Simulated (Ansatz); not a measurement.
A run of Ansatz 0.2.0 is set up as follows.

Contents of input:

```
crystal:
  lattice:
    - [1.88524, 0.0, 0.0]
    - [0.0, 1.88524, 0.0]
    - [0.0, 0.0, 1.88524]
  atoms:
    - { symbol: B, position: [0.5, 0.5, 0.5] }
hamiltonian:
  xc: hse06
  pseudopotentials: { kind: paw }
kpoints:
  mp_grid: { grid: [7, 7, 7] }
scf:
  occupations: { method: fermi_dirac, width: 0.05 }
output:
  forces: true
  stress: true
  eigenvalues: true
relax:
  f_tol: 0.01
  max_steps: 40
  cell: { stress_tol: 0.05 }
```

What does it give for the relaxed cell?

a = 1.874 Å, b = 1.874 Å, c = 1.874 Å, α = 90.00°, β = 90.00°, γ = 90.00°.

What does it give for the space group after relaxing (to 0.05 Å)?

Pm-3m (No. 221).

What does it give for the band gap on the k mesh?

None (metal or under the smearing width).

Final structure:
```xyz
1
Lattice="1.8735 0.0000 0.0000 0.0000 1.8735 0.0000 0.0000 0.0000 1.8735" Properties=species:S:1:pos:R:3 pbc="T T T"
B     0.9368    0.9368    0.9368
```

Caveat: the k mesh is coarse (spacing up to 0.48 Å⁻¹), so the values aren't converged, least of all with exact exchange.
